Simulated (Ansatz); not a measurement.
Bi2Te3: the change of pressure with volume per atom

Periodic Kohn-Sham DFT of a crystal at fixed atoms; pressure and stress are positive in compression; the energy is the free energy less that of spherical unpolarised free atoms; site moments are those in the method's own spheres, positive along +z. The results are calculated, by Ansatz 0.2.0.

Cell of the first row (space group R3m, No. 160):
```
cell vectors (Å)
   2.1634     1.2490     9.7436
  -2.1634     1.2490     9.7436
   0.0000    -2.4981     9.7436
atoms (fractions of the cell vectors)
Bi  0.81200  0.81200  0.81200
Bi  0.40200  0.40200  0.40200
Te  0.61100  0.61100  0.61100
Te  0.20000  0.20000  0.20000
Te  0.00000  0.00000  0.00000
```

Settings of every row: method frozen-core PAW; functional LDA; relativity scalar; k mesh 8x8x8; filling fermi-dirac; smearing width 0.08 eV; wave cutoff 420 eV; paw set soft_2.

Atom start moment: 0 on all atoms.

Limits: PAW files made with PBE; no spin-orbit coupling on heavy atoms.

| row | volume per atom (Å³) | pressure (GPa) |
| --- | --- | --- |
| 1 | 31.595 | 1.451 |
| 2 | 32.267 | 0.206 |
| 3 | 32.94 | -0.903 |
| 4 | 33.276 | ? |
| 5 | 33.612 | -1.889 |
| 6 | 33.948 | -2.341 |
| 7 | 34.284 | -2.766 |
| 8 | 34.956 | -3.546 |
| 9 | 35.629 | -4.237 |

Question: what pressure should row 4 give?

Worked fit of pressure. Take u = (V_r/V)^(2/3) − 1 with V_r = 33.78 Å³ an atom, which is twice the finite (Eulerian) strain; such expansions in the strain, on which the Birch-Murnaghan equation of state is built, carry the rest volume and the bulk modulus. The shown rows have u = 0.04559, 0.03102, 0.01693, 0.00333, -0.0033, -0.00982, -0.02256, -0.0349. Least squares give pressure = −2.1185 + 68.066 × u + 216.68 × u² + 167 × u³ GPa; a parabola predicts inner rows, each left out in turn, worse (root mean square 0.0028 against 0.00051 GPa). All shown rows lie on it to the printed digit. The pressure vanishes at u = 0.0285, or V = 32.39 Å³ an atom, and there the bulk modulus at fixed shape and fractions is B = −V dP/dV = (2/3)(1 + u) dP/du = 55.4 GPa. Letting shape and atoms relax would as a rule lower it, by much in layered, chain or molecular crystals. The withheld row has u = 0.01007, so the fit gives −2.1185 + 68.066 × (0.01007) + 216.68 × (0.01007)² + 167 × (0.01007)³ = -1.411 GPa.

The calculation gave -1.411 GPa. The fit meets it to the printed digit.
